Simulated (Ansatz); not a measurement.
Zn, DFT, PBE, all-electron PAW with datasets made for the crystal, scalar-relativistic (Ansatz 0.2.0), run on 1 thread of Intel(R) Xeon(R) Platinum 8488C (Sapphire Rapids) on a shared host.

The cell is COD entry 9008522, as deposited and not checked against the literature; nothing was relaxed. The listed cell was then made from it by scaling, straining or moving an atom.

Command: `ansatz run input.yaml --threads 1 --pin off --max-ram 3072MiB --backend cpu --events-out ev --progress --plain --runs-dir out`

```yaml
crystal:
  lattice:
    - [2.7447419948, 0.0, 0.0]
    - [-1.3723709974, 2.3770162943, 0.0]
    - [0.0, 0.0, 4.9467]
  atoms:
    - { symbol: Zn, position: [0.3333333333, 0.6666666667, 0.25] }
    - { symbol: Zn, position: [0.6666666667, 0.3333333333, 0.75] }
kpoints:
  mp_grid: { grid: [18, 18, 8] }
scf:
  occupations: { method: fermi_dirac, width: 0.03 }
hamiltonian:
  xc: pbe
  pseudopotentials: { kind: all_electron, datasets: crystal }
output:
  forces: true
  stress: true
  eigenvalues: true
  efg: { contact_densities: true }
```

Q: How large is the problem that the program sets up?

A: 185 irreducible k-points, 265 plane waves at Γ, 16 bands.

Q: About how long does it take, and how much memory does it use?

A: 12 s of wall time for 8 SCF iterations, with a peak of 0.53 GiB. Times on shared machines scatter by tens of per cent.

Q: And the same cell and mesh by PAW with the default files, asked for forces, stress, eigenvalues, efg, on the same hardware?

A: 3.8 s, peak memory 0.43 GiB.
